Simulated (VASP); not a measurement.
A run of VASP 6.6.1:

INCAR

```
ALGO = Normal
EDIFF = 1E-7
EDIFFG = -0.005
ENCUT = 600
GGA = PE
IBRION = 2
ISIF = 3
ISMEAR = 1
IVDW = 12
LASPH = T
LCHARG = F
LREAL = F
LWAVE = F
NELM = 80
NSW = 90
PREC = Accurate
SIGMA = 0.1
```

File KPOINTS:

```
k-points
0
Gamma
  15 15 8
```

Contents of POSCAR:

```
Sc                                      
1.0
    3.2689382299      0.0000000000      0.0000000000
   -1.6344691149      2.8309835505      0.0000000000
    0.0000000000      0.0000000000      5.0678111628
  Sc            
     2
Direct
     0.3333333332999970    0.6666666667000030    0.2500000000000000
     0.6666666667000030    0.3333333332999970    0.7500000000000000
```

Potentials or basis: VASP PAW PBE potentials, release 64 (Sc_sv).

Run with:

```sh
$ cat potpaw_PBE.64/Sc_sv/POTCAR > POTCAR
$ mpirun -np 1 vasp_std > vasp.out
```

Hardware: 1 thread of AMD EPYC 9R45 96-Core Processor (Zen 5) (shared host).

**Question.** Estimate the wall time of this run.

**Answer.** Wall time 100 s on 1 thread of AMD EPYC 9R45 96-Core Processor (Zen 5) (shared host), peak memory 0.23 GiB. Counts: scf iterations 19, k points 135, ion steps 2.
